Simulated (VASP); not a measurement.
# InAs (F-43m) in VASP: settings compared, part 3 of 3

VASP 6.6.1. The steps go on from the part before.

### 5 Electric field gradients, PBE, non-collinear spin, zero start, spin-orbit coupling

Contents of INCAR:

```
SYSTEM = InAs
PREC     = Accurate       ! precision mode
ENCUT    = 520            ! plane-wave cutoff, eV
EDIFF    = 1E-8           ! SCF threshold, eV
ISMEAR   = -1             ! smearing method
SIGMA    = 0.08           ! smearing width, eV
LREAL    = .FALSE.        ! projectors in reciprocal space
LASPH    = .TRUE.         ! aspherical terms in the spheres
NELM     = 150            ! most SCF steps
ALGO     = Normal         ! electronic algorithm
ISIF     = 2              ! what is computed and relaxed
LWAVE    = .FALSE.        ! write WAVECAR
LCHARG   = .FALSE.        ! write CHGCAR
MAGMOM   = 0 0 0 0 0 0    ! initial moments
LORBIT   = 11             ! projections on sites
LSORBIT  = .TRUE.         ! spin-orbit coupling
GGA_COMPAT= .FALSE.      
LORBMOM  = .TRUE.       
GGA      = PE             ! functional
LEFG     = .TRUE.       
NBANDS   = 30             ! bands
```

Contents of KPOINTS:

```
Automatic mesh
0
G
  10 10 10
  0 0 0
```

Contents of POSCAR:

```
InAs
1.0
    0.0000000000      3.0240000000      3.0240000000
    3.0240000000      0.0000000000      3.0240000000
    3.0240000000      3.0240000000      0.0000000000
In As
1 1
Direct
    0.0000000000      0.0000000000      0.0000000000
    0.7500000000      0.7500000000      0.7500000000
```

Potentials or basis: VASP PAW PBE potentials, release 64 (In_d, As).

Command:

```sh
cat potpaw_PBE.64/In_d/POTCAR potpaw_PBE.64/As/POTCAR > POTCAR
mpirun -np 1 vasp_ncl > vasp.out
```

OUTCAR:

```text
SYSTEM = InAs
   PREC = Accurate
   ENCUT = 520
   EDIFF = 1E-8
   ISMEAR = -1
   LREAL = .FALSE.
   LASPH = .TRUE.
   NELM = 150
   ISIF = 2
   LORBIT = 11
   LSORBIT = .TRUE.
   GGA = PE

 ion  position               nearest neighbor table
   1  0.000  0.000  0.000-   2 2.62   2 2.62   2 2.62   2 2.62
   2  0.750  0.750  0.750-   1 2.62   1 2.62   1 2.62   1 2.62

  LATTYP: Found a face centered cubic cell.
 ALAT       =     6.0480000000

  Lattice vectors:

 A1 = (   0.0000000000,   3.0240000000,   3.0240000000)
 A2 = (   3.0240000000,   0.0000000000,   3.0240000000)
 A3 = (   3.0240000000,   3.0240000000,   0.0000000000)

[... 1111 lines left out ...]
    -0.0000012    -0.0000003     0.0000000    -0.0000003     0.0000000
 l=   3
     0.0000000     0.0000000     0.0000000     0.0000000     0.0000000     0.0000000     0.0000000
     0.0000000     0.0000000     0.0000000     0.0000000     0.0000000     0.0000000     0.0000000
     0.0000000     0.0000000     0.0000000     0.0000000     0.0000000     0.0000000     0.0000000
     0.0000000     0.0000000     0.0000000     0.0000000     0.0000000     0.0000000     0.0000000
     0.0000000     0.0000000     0.0000000     0.0000000     0.0000000     0.0000000     0.0000000
     0.0000000     0.0000000     0.0000000     0.0000000     0.0000000     0.0000000     0.0000000
     0.0000000     0.0000000     0.0000000     0.0000000     0.0000000     0.0000000     0.0000000

 total charge

# of ion       s       p       d       tot
------------------------------------------
    1        0.849   0.735   9.889  11.473
    2        1.220   1.572   0.022   2.814
--------------------------------------------------
tot          2.068   2.307   9.911  14.287

 magnetization (x)

# of ion       s       p       d       tot
------------------------------------------
    1        0.000   0.000   0.000   0.000
    2        0.000  -0.000   0.000  -0.000
--------------------------------------------------
tot          0.000  -0.000   0.000  -0.000

 magnetization (y)

# of ion       s       p       d       tot
------------------------------------------
    1        0.000   0.000  -0.000  -0.000
    2        0.000  -0.000   0.000  -0.000
--------------------------------------------------
tot          0.000  -0.000  -0.000  -0.000

 magnetization (z)

# of ion       s       p       d       tot
------------------------------------------
    1        0.000   0.000  -0.000   0.000
    2       -0.000  -0.000   0.000  -0.000
--------------------------------------------------
tot         -0.000  -0.000  -0.000  -0.000
```

OSZICAR:

```text
N       E                     dE             d eps       ncg     rms          rms(c)
DAV:   1     0.157413421610E+03    0.15741E+03   -0.78930E+03  4412   0.132E+03
DAV:   2     0.918845653344E+01   -0.14822E+03   -0.14134E+03  4436   0.358E+02
DAV:   3    -0.726908054396E+01   -0.16458E+02   -0.16182E+02  5398   0.126E+02
[... 11 lines left out ...]
DAV:  15    -0.772251095117E+01   -0.99294E-07   -0.22892E-07  4932   0.464E-03    0.223E-03
DAV:  16    -0.772251099348E+01   -0.42306E-07   -0.31162E-08  5658   0.124E-03    0.101E-03
DAV:  17    -0.772251101190E+01   -0.18425E-07   -0.57104E-09  3764   0.111E-03    0.537E-04
DAV:  18    -0.772251104673E+01   -0.34829E-07   -0.39715E-09  3356   0.730E-04    0.149E-04
DAV:  19    -0.772251104755E+01   -0.82173E-09   -0.87984E-10  2724   0.384E-04
   1 F= -.77225110E+01 E0= -.77222035E+01  d E =-.615095E-03  mag=     0.0000    -0.0000     0.0000
```

Wall time 4.4 min (1 thread of Intel Xeon 6975P-C, shared host); peak memory 0.42 GiB.

Results:

```
Free energy                                           : -7.7225 eV
Pressure                                              : 3.9 GPa
Net moment                                            : 0.00 μB per cell
Valence electrons inside the program's atomic spheres : In 11.47; As 2.81
```

Moments on the atoms (μB; x, y, z):
```
In  0.00 0.00 0.00
As  0.00 0.00 0.00
```

Caveat: without QUAD_EFG the Cq values of the log hold for a quadrupole moment of 1 mb, not for the nuclei.

### 6 The runs side by side

```csv
level,potentials or basis,spin,gap on the mesh (eV),pressure (GPa)
LDA,"VASP PAW LDA potentials, release 64 (In_d, As)",off,none,-0.5
PBEsol,"VASP PAW PBE potentials, release 64 (In_d, As)",off,none,1.2
r2SCAN,"VASP PAW PBE potentials, release 64 (In_d, As)",off,0.25,1.9
PBE,"VASP PAW PBE potentials, release 64 (In_d, As)","non-collinear, zero start, SOC",-,3.9
```

Alike in all rows: task electric field gradients; cell as given; k mesh 10 × 10 × 10; cutoff (eV) 520; smearing fermi-dirac 0.08 eV.

Caveats: spin-orbit coupling is left out, which moves the levels of the heavy elements (some runs); the PAW data sets were made with another functional, which shifts forces and pressure a little (some runs).

Total energies depend on the potentials used, so only differences within one code and one set of settings carry meaning.

### 7 How close it comes

Step 2. Against the measured gap of InAs, 0.418 eV (direct; 4.2 K; a printed reference work, data compilation), the calculated 0.00 eV is off by -0.42 eV. Spin-orbit coupling on As, In is left out. The value is that of LDA on a finite k mesh, which can miss the band edges, without temperature or zero-point motion. Semilocal functionals fall short of measured gaps as a rule.

Step 3. A measured gap of InAs is 0.418 eV (direct; 4.2 K; a printed reference work, data compilation); the calculated 0.00 eV misses it by -0.42 eV. Spin-orbit coupling on As, In is left out. The value is that of PBEsol on a finite k mesh, which can miss the band edges, without temperature or zero-point motion. Semilocal functionals fall short of measured gaps as a rule.

Step 4. Against the measured gap of InAs, 0.418 eV (direct; 4.2 K; a printed reference work, data compilation), the calculated 0.25 eV is off by -0.17 eV. Spin-orbit coupling on As, In is left out. The value is that of r2SCAN, without temperature or zero-point motion.
